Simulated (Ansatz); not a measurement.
# Al: the cost of one run

Method: DFT PBE, scalar-relativistic, plane waves, PAW, in Ansatz 0.2.0.

## 1. The structure to begin with

It takes space group I4/mmm (No. 139, tetragonal). The conventional cell has a = 3.440 Å, b = 3.440 Å, c = 6.370 Å, α = 90.00°, β = 90.00°, γ = 90.00°. Around Al (site symmetry 4mm) lie 5 Al at 2.42 to 2.55 Å.

Structure file:

```
CELL_PARAMETERS angstrom
-1.72013 1.72013 3.18520
1.72013 -1.72013 3.18520
1.72013 1.72013 -3.18520
ATOMIC_POSITIONS crystal
Al 0.31021 0.31021 0.00000
Al 0.68979 0.68979 0.00000
```

Recipe of the guess: random cell by space group and Wyckoff sites (I4/mmm, No. 139). Its size is a rough estimate.

## 2. Probe: one point on a coarse mesh

The input, input.yaml:

```yaml
crystal:
  lattice:
    - [-1.72012844, 1.72012844, 3.18519943]
    - [1.72012844, -1.72012844, 3.18519943]
    - [1.72012844, 1.72012844, -3.18519943]
  atoms:
    - { symbol: Al, position: [0.31020955, 0.31020955, 0.0] }
    - { symbol: Al, position: [0.68979045, 0.68979045, 0.0] }
basis:
  ecutwfc: 420
kpoints:
  mp_grid: { grid: [8, 8, 8] }
hamiltonian:
  xc: pbe
scf:
  occupations: { method: gaussian, width: 0.1 }
  lower_state_search: "off"
output:
  forces: true
  stress: true
  eigenvalues: true
```

Run with:

```bash
$ ansatz run input.yaml --threads 1 --pin off --max-ram 2560MiB --backend cpu --events-out ev --progress --plain --runs-dir out
```

What time and memory should one allow on 1 thread of Intel Xeon at 2.50GHz (Skylake/Cascade Lake), shared host?

About 2.5 s, with a peak of 0.3 GiB.
